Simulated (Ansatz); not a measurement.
# Au: strong compression

One table from this session's results is given with a row withheld; the runs are named, their logs left out.

Method: DFT, PBE, PAW with Ansatz's default frozen-core files, scalar-relativistic, in Ansatz 0.2.0.

1 further run of the same task is left out (set aside as unsound or not needed).

## The starting structure

It takes space group P6/mmm (No. 191, hexagonal). The conventional cell has a = 4.646 Å, b = 4.646 Å, c = 2.881 Å, α = 90.00°, β = 90.00°, γ = 120.00°. Au (site symmetry 6/mmm) is surrounded by 14 Au at 2.88 to 3.04 Å. Au (site symmetry -6m2) has 11 Au at 2.68 to 3.04 Å as nearest neighbours.

Coordinates:

```
CELL_PARAMETERS angstrom
4.64635 0.00000 0.00000
-2.32318 4.02386 0.00000
0.00000 0.00000 2.88074
ATOMIC_POSITIONS crystal
Au 0.00000 0.00000 0.00000
Au 0.33333 0.66667 0.50000
Au 0.66667 0.33333 0.50000
```

Whether this phase is the stable one at these pressures isn't tested.

Atoms are numbered in the order of the input: Au1, Au2, Au3.

The first run:

input.yaml

```yaml
crystal:
  lattice:
    - [4.646350716, 0.0, 0.0]
    - [-2.323175358, 4.023857755, 0.0]
    - [0.0, 0.0, 2.880737444]
  atoms:
    - { symbol: Au, position: [0.0, 0.0, 0.0] }
    - { symbol: Au, position: [0.3333333333, 0.6666666667, 0.5] }
    - { symbol: Au, position: [0.6666666667, 0.3333333333, 0.5] }
kpoints:
  mp_grid: { grid: [9, 9, 12] }
scf:
  occupations: { method: fermi_dirac, width: 0.08 }
hamiltonian:
  xc: pbe
  pseudopotentials: { kind: paw }
output:
  forces: true
  stress: true
relax:
  f_tol: 0.005
  max_steps: 40
  cell: {}
```

Command:

```console
$ ansatz run input.yaml --threads 1 --pin off --max-ram 3072MiB --backend cpu --events-out ev --progress --plain --runs-dir out
```

Among the steps run: Cell relaxed at zero pressure, PAW; Volume scaled by 1, PAW; Shape and atoms relaxed at 0.9 of the volume, PAW; Volume scaled by 0.9, PAW; Shape and atoms relaxed at 0.6 of the volume, PAW; Volume scaled by 0.6, PAW; Shape and atoms relaxed at 0.5 of the volume, PAW; Volume scaled by 0.5, PAW; Shape and atoms relaxed at 0.4 of the volume, PAW; Volume scaled by 0.4, PAW; Volume scaled by 0.4, PAW (cutoff 600 eV).

One of the session's tables, all rows but one given; the rest of the session is left out.

```
             method  volume over the first  volume (Å³/atom)  pressure (GPa)
                PAW                      1            18.339           -0.01
                PAW                    0.9            16.505           19.09
                PAW                    0.6            11.004          285.51
                PAW                    0.5                 ?               ?
                PAW                    0.4             7.336         1437.83
PAW (cutoff 600 eV)                    0.4             7.336         1437.40
```

**Question.** Estimate the row for PAW, 0.5.

As computed: volume (Å³/atom): 9.170; pressure (GPa): 623.13. In the column «volume (Å³/atom)» it lies between PAW (cutoff 600 eV), 0.4 (7.336) and PAW, 0.6 (11.004).
